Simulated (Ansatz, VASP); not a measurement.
**Two plane-wave programs on Mg**

The input INCAR:

```
PREC = Accurate
ENCUT = 600
EDIFF = 1E-6
ISMEAR = -1
SIGMA = 0.05
LREAL = False
LASPH = True
NELM = 100
ALGO = Normal
ISIF = 3
LWAVE = False
LCHARG = False
GGA = B5
ALDAX = 1.0
AGGAX = 1.0
AGGAC = 1.0
ALDAC = 0.0
IBRION = 2
NSW = 60
EDIFFG = -0.01
```

The input KPOINTS:

```
Automatic mesh
0
Gamma
  10 10 10
```

File POSCAR:

```
Mg
1.0
    0.0000000000      2.2442560000      2.2442560000
    2.2442560000      0.0000000000      2.2442560000
    2.2442560000      2.2442560000      0.0000000000
Mg
1
Direct
    0.0000000000      0.0000000000      0.0000000000
```

input.yaml

```yaml
crystal:
  lattice:
    - [0.0, 2.244256, 2.244256]
    - [2.244256, 0.0, 2.244256]
    - [2.244256, 2.244256, 0.0]
  atoms:
    - { symbol: Mg, position: [0.0, 0.0, 0.0] }
hamiltonian:
  xc: blyp
  pseudopotentials: { kind: paw }
kpoints:
  mp_grid: { grid: [10, 10, 10] }
scf:
  occupations: { method: fermi_dirac, width: 0.05 }
output:
  forces: true
  stress: true
  eigenvalues: true
  write_density: true
  write_potential: true
  elf: true
  volumetric_format: npy
relax:
  f_tol: 0.01
  max_steps: 40
  cell: { stress_tol: 0.05 }
```

This isn't the form of Mg at room conditions, which is hcp.

Alike in both runs: task relaxation of cell and atoms; functional BLYP; k mesh 10 × 10 × 10; occupations fermi-dirac, width 0.05 eV; no spin polarisation.

|  | VASP | Ansatz |
| --- | --- | --- |
| version | VASP 6.6.1 | Ansatz 0.2.0 |
| potentials or method | VASP PAW PBE potentials, release 64 (Mg) | Ansatz PAW |
| plane-wave cutoff (eV) | 600 | 420 |
| valence electrons in the cell | 2 | 10 |

```tsv
	VASP	Ansatz	Ansatz less VASP
gap on the k mesh at the Fermi level, each at its own relaxed structure (eV)	none	none	-
relaxed volume (Å³/atom)	23.61	23.62	+0.014
relaxed cell length with the largest relative difference (Å)	3.220	3.221	+0.0007
energy change over the relaxation (meV/atom)	-5	-5	-0.2
```

A gap of «none» marks a metal or a gap that the smearing closes. The two sets of potentials don't hold the same shells in valence.

Caveats: the PAW data sets were made with another functional, which shifts forces and pressure a little (VASP); the plane-wave basis is chosen anew once the cell has moved, so the energies of steps on either side of that aren't comparable (Ansatz); the PAW data sets come from PBE, with cores solved anew for the run's functional, which leaves a small shift of forces and pressure (Ansatz).
